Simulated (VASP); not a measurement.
# Zr (Im-3m) in VASP: elastic constants with LDA

Aim: the elastic constants of Zr with LDA.

All numbers are computed with VASP 6.6.1; they aren't measurements. Logs are shortened: lines on timing, memory, paths and dates and some standing lists are left out, and cuts for length are marked.

**1. Starting point**

It takes space group Im-3m (No. 229, cubic). Conventional cell: a = 3.582 Å, b = 3.582 Å, c = 3.582 Å, α = 90.00°, β = 90.00°, γ = 90.00°. Around Zr (site symmetry m-3m) lie 8 Zr at 3.10 Å.

This isn't the form of Zr at room conditions, which is hcp.

**2. Elastic constants, LDA**

Contents of POSCAR:

```
Zr
1.0
   -1.7908472700      1.7908472700      1.7908472700
    1.7908472700     -1.7908472700      1.7908472700
    1.7908472700      1.7908472700     -1.7908472700
Zr
1
Direct
    0.0000000000      0.0000000000      0.0000000000
```

Contents of INCAR.step1:

```
  PREC = Accurate
  ENCUT = 350
  EDIFF = 1E-8
  ISMEAR = 0
  SIGMA = 0.1
  LREAL = False
  LASPH = True
  NELM = 100
  ALGO = Normal
  ISIF = 3
  LWAVE = False
  LCHARG = False
  GGA = CA
  IBRION = 2
  NSW = 40
  EDIFFG = -0.002
```

Contents of INCAR.step2:

```
  PREC = Accurate
  ENCUT = 350
  EDIFF = 1E-8
  ISMEAR = 0
  SIGMA = 0.1
  LREAL = False
  LASPH = True
  NELM = 100
  ALGO = Normal
  ISIF = 3
  LWAVE = False
  LCHARG = False
  GGA = CA
  IBRION = 6
  NFREE = 2
  POTIM = 0.015
  NSW = 1
```

Contents of KPOINTS:

```
Automatic mesh
0
Gamma
  16 16 16
```

Potentials or basis: VASP PAW LDA potentials, release 64 (Zr_sv).

Launch:

```bash
$ cat potpaw_LDA.64/Zr_sv/POTCAR > POTCAR
$ cp INCAR.step1 INCAR
$ mpirun -np 1 vasp_std > vasp.out
$ cp CONTCAR POSCAR
$ cp INCAR.step2 INCAR
$ mpirun -np 1 vasp_std > vasp.out
```

OUTCAR:

```text
PREC = Accurate
   ENCUT = 350
   EDIFF = 1E-8
   ISMEAR = 0
   LREAL = False
   LASPH = True
   NELM = 100
   ISIF = 3
   GGA = CA
   IBRION = 6
   NFREE = 2
   POTIM = 0.015
   NSW = 1

 ion  position               nearest neighbor table
   1  0.000  0.000  0.000-

  LATTYP: Found a body centered cubic cell.
 ALAT       =     3.4763744764

  Lattice vectors:

 A1 = (  -1.7381872382,   1.7381872382,   1.7381872382)
 A2 = (   1.7381872382,  -1.7381872382,   1.7381872382)
 A3 = (   1.7381872382,   1.7381872382,  -1.7381872382)

Analysis of symmetry for initial positions (statically):
=====================================================================
 Subroutine PRICEL returns:
 Original cell was already a primitive cell.

 Routine SETGRP: Setting up the symmetry group for a
 body centered cubic supercell.

 Subroutine GETGRP returns: Found 48 space group operations
 (whereof 48 operations were pure point group operations)
 out of a pool of 48 trial point group operations.

The static configuration has the point symmetry O_h .

Analysis of symmetry for dynamics (positions and initial velocities):
=====================================================================
 Subroutine PRICEL returns:
 Original cell was already a primitive cell.

 Routine SETGRP: Setting up the symmetry group for a
 body centered cubic supercell.

 Subroutine GETGRP returns: Found 48 space group operations
 (whereof 48 operations were pure point group operations)
 out of a pool of 48 trial point group operations.

The dynamic configuration has the point symmetry O_h .

 Subroutine INISYM returns: Found 48 space group operations
 (whereof 48 operations are pure point group operations),
 and found     1 'primitive' translations

----------------------------------------------------------------------------------------

                                     Primitive cell

  volume of cell :      21.0063

  direct lattice vectors                    reciprocal lattice vectors
    -1.738187238  1.738187238  1.738187238     0.000000000  0.287656007  0.287656007
     1.738187238 -1.738187238  1.738187238     0.287656007  0.000000000  0.287656007
     1.738187238  1.738187238 -1.738187238     0.287656007  0.287656007  0.000000000

  length of vectors
     3.010628610  3.010628610  3.010628610     0.406807026  0.406807026  0.406807026

  position of ions in fractional coordinates (direct lattice)
     0.000000000  0.000000000  0.000000000

  ion indices of the primitive-cell ions
   primitive index   ion index
                 1           1

----------------------------------------------------------------------------------------

 KPOINTS: Automatic mesh

Automatic generation of k-mesh.
 Grid dimensions read from file:
 generate k-points for:   16   16   16

 Generating k-lattice:

  Cartesian coordinates                     Fractional coordinates (reciprocal lattice)
     0.000000000  0.017978500  0.017978500     0.062500000  0.000000000  0.000000000
     0.017978500  0.000000000  0.017978500     0.000000000  0.062500000  0.000000000
     0.017978500  0.017978500  0.000000000     0.000000000  0.000000000  0.062500000

  Length of vectors
     0.025425439  0.025425439  0.025425439

  Shift w.r.t. Gamma in fractional coordinates (k-lattice)
     0.000000000  0.000000000  0.000000000
[... 91 lines left out ...]

 number of electron      12.0000000 magnetization

 Free energy of the ion-electron system (eV)
  ---------------------------------------------------
  ext. energy  EPLUGINS =         0.00000000
  ---------------------------------------------------
  free energy    TOTEN  =        -9.24575644 eV

  energy without entropy =       -9.23785430  energy(sigma->0) =       -9.24180537

------------------------ aborting loop because EDIFF is reached ----------------------------------------

  FORCE on cell =-STRESS in cart. coord.  units (eV):
  Direction    XX          YY          ZZ          XY          YZ          ZX
  --------------------------------------------------------------------------------------
  -------------------------------------------------------------------------------------
  Total       -0.0328545     -0.0328545     -0.0328545      0.0000000      0.0000000     -0.0000000
  in kB       -2.5058551     -2.5058551     -2.5058551      0.0000000      0.0000000     -0.0000000
  external PRESSURE =      -2.5058551 kB  Pullay stress =       0.0000000 kB
[... 86 lines left out ...]
  FREE ENERGIE OF THE ION-ELECTRON SYSTEM (eV)
  ---------------------------------------------------
  free  energy   TOTEN  =        -9.2448017040 eV

  energy  without entropy=       -9.2373132455  energy(sigma->0) =       -9.24105747

[... ionic steps 4 to 12 ...]

--------------------------------------- Ionic step       13  -------------------------------------------

 number of electron      12.0000000 magnetization

------------------------ aborting loop because EDIFF is reached ----------------------------------------
[... 65 lines left out ...]
--------------------------------------- Ionic step       15  -------------------------------------------

 number of electron      12.0000000 magnetization

 Free energy of the ion-electron system (eV)
  ---------------------------------------------------
  ext. energy  EPLUGINS =         0.00000000
  ---------------------------------------------------
  free energy    TOTEN  =        -9.24575676 eV

  energy without entropy =       -9.23785458  energy(sigma->0) =       -9.24180567

 E-fermi :   9.6846     XC(G=0): -11.7639

 val. band max:        9.6744024013   @ k =   0.2500   0.0000   0.0000
 cond. band min:       9.7083531556   @ k =   0.3125   0.2500   0.1250
 fundamental gap:      0.0339507543
 Fermi energy:         9.6846031314

 k-point     1 :       0.0000    0.0000    0.0000
  band No.  band energies     occupation
      1     -38.3351      2.00000
      2     -15.8099      2.00000
      3     -15.8099      2.00000
      4     -15.8099      2.00000
      5       4.2289      2.00000
      6      10.8243      0.00000
      7      10.8243      0.00000
      8      10.8243      0.00000
      9      13.6029      0.00000
     10      13.6029      0.00000
[... 287 lines left out ...]
 k-point    24 :       0.2500    0.1875    0.0000
  band No.  band energies     occupation
      1     -38.1268      2.00000
      2     -16.8716      2.00000
      3     -16.2470      2.00000
      4     -15.9276      2.00000
      5       7.4609      2.00000
      6       9.0630      2.00000
      7       9.7648      0.25664
      8      13.0364      0.00000
      9      14.4079      0.00000
     10      16.0242      0.00000

 [... further k-points ...]
[... 5 lines left out ...]
  --------------------------------------------------------------------------------------
  -------------------------------------------------------------------------------------
  Total       -0.0329592     -0.0329592     -0.0329592      0.0000000      0.0000000     -0.0000000
  in kB       -2.5138393     -2.5138393     -2.5138393      0.0000000      0.0000000     -0.0000000
  external PRESSURE =      -2.5138393 kB  Pullay stress =       0.0000000 kB
[... 16 lines left out ...]
  FREE ENERGIE OF THE ION-ELECTRON SYSTEM (eV)
  ---------------------------------------------------
  free  energy   TOTEN  =        -9.2457567557 eV

  energy  without entropy=       -9.2378545832  energy(sigma->0) =       -9.24180567

 INTERNAL STRAIN TENSORS FROM STRAINED CELLS
 ============================================

 INTERNAL STRAIN TENSOR FOR ION    1 for displacements in x,y,z  (eV/Angst):
          X           Y           Z          XY          YZ          ZX
  --------------------------------------------------------------------------------
  x     0.00000     0.00000     0.00000    -0.00000     0.00000    -0.00000
  y     0.00000     0.00000     0.00000     0.00000    -0.00000     0.00000
  z    -0.00000    -0.00000    -0.00000     0.00000    -0.00000     0.00000

 INTERNAL STRAIN TENSORS FROM DISPLACED ATOMS
 ============================================

 INTERNAL STRAIN TENSOR FOR ION    1 for displacements in x,y,z  (eV/Angst):
          X           Y           Z          XY          YZ          ZX
  --------------------------------------------------------------------------------
  x     0.00000     0.00000     0.00000     0.00000     0.00000     0.00000
  y     0.00000     0.00000     0.00000     0.00000     0.00000     0.00000
  z     0.00000     0.00000     0.00000     0.00000     0.00000     0.00000

 Eigenvectors and eigenvalues of the dynamical matrix
 ----------------------------------------------------

   1 f  =    0.000000 THz     0.000000 2PiTHz    0.000000 cm-1     0.000000 meV
             X         Y         Z           dx          dy          dz
      0.000000  0.000000  0.000000     1.000000    0.000000    0.000000

   2 f  =    0.000000 THz     0.000000 2PiTHz    0.000000 cm-1     0.000000 meV
             X         Y         Z           dx          dy          dz
      0.000000  0.000000  0.000000     0.000000    1.000000    0.000000

   3 f  =    0.000000 THz     0.000000 2PiTHz    0.000000 cm-1     0.000000 meV
             X         Y         Z           dx          dy          dz
      0.000000  0.000000  0.000000     0.000000    0.000000    1.000000

--------------------------------------------------------------------------------------------------------

 ELASTIC MODULI CONTR FROM IONIC RELAXATION (kBar)
 Direction    XX          YY          ZZ          XY          YZ          ZX
 --------------------------------------------------------------------------------
 XX           0.0000      0.0000      0.0000      0.0000      0.0000      0.0000
 YY           0.0000      0.0000      0.0000      0.0000      0.0000      0.0000
 ZZ           0.0000      0.0000      0.0000      0.0000      0.0000      0.0000
 XY           0.0000      0.0000      0.0000      0.0000      0.0000      0.0000
 YZ           0.0000      0.0000      0.0000      0.0000      0.0000      0.0000
 ZX           0.0000      0.0000      0.0000      0.0000      0.0000      0.0000
 --------------------------------------------------------------------------------

 TOTAL ELASTIC MODULI (kBar)
 Direction    XX          YY          ZZ          XY          YZ          ZX
 --------------------------------------------------------------------------------
 XX         964.4032   1002.3992   1002.3992      0.0000     -0.0000     -0.0000
 YY        1002.3992    964.4032   1002.3992     -0.0000     -0.0000     -0.0000
 ZZ        1002.3992   1002.3992    964.4032     -0.0000      0.0000     -0.0000
 XY           0.0000     -0.0000     -0.0000    300.9029      0.0000     -0.0000
 YZ          -0.0000     -0.0000      0.0000      0.0000    300.9029      0.0000
 ZX          -0.0000     -0.0000     -0.0000     -0.0000      0.0000    300.9029
 --------------------------------------------------------------------------------
```

Run time: 4.5 min. Hardware: 1 thread of Intel Xeon 6975P-C (Granite Rapids), shared host; peak memory 0.35 GiB.

Results:

| Property | Result |
| --- | --- |
| Relaxed volume | 21.01 Å³/atom |
| Relaxed cell | a = 3.011 Å, b = 3.011 Å, c = 3.011 Å, α = 109.47°, β = 109.47°, γ = 109.47° |
| Space group after relaxing (to 0.05 Å) | Im-3m (No. 229) |
| Elastic constants C11, C12, C44 | 96, 100, 30 GPa |
| Voigt bulk modulus | 99 GPa |

Step by step:
| step | energy change (eV) | largest force (eV/Å) | pressure (GPa) | volume (Å³) |
| --- | --- | --- | --- | --- |
| 1 | 0.0000 | 0.0000 | -7.89 | 22.97 |
| 2 | -0.0100 | 0.0000 | 8.80 | 19.41 |
| 3 | -0.0513 | 0.0000 | -0.08 | 21.02 |
| 4 | -0.0513 | 0.0000 | 0.10 | 20.99 |
| 5 | -0.0513 | 0.0000 | -0.07 | 21.02 |
| 6 | -0.0513 | 0.0000 | 0.00 | 21.01 |

Final structure:
```yaml
crystal:
  lattice:
    - [-1.73819, 1.73819, 1.73819]
    - [1.73819, -1.73819, 1.73819]
    - [1.73819, 1.73819, -1.73819]
  atoms:
    - { symbol: Zr, position: [0.00000, 0.00000, 0.00000] }
```

Elastic tensor in Voigt notation (GPa, in the Cartesian axes of the cell as first typed):
```
 96 100 100   0   0   0
100  96 100   0   0   0
100 100  96   0   0   0
  0   0   0  30   0   0
  0   0   0   0  30   0
  0   0   0   0   0  30
```

Clamped-ion elastic tensor (GPa):
```
 96 100 100   0   0   0
100  96 100   0   0   0
100 100  96   0   0   0
  0   0   0  30   0   0
  0   0   0   0  30   0
  0   0   0   0   0  30
```

Caveat: the elastic tensor has a negative eigenvalue, so either the cell is unstable as it stands or the mesh is too thin.
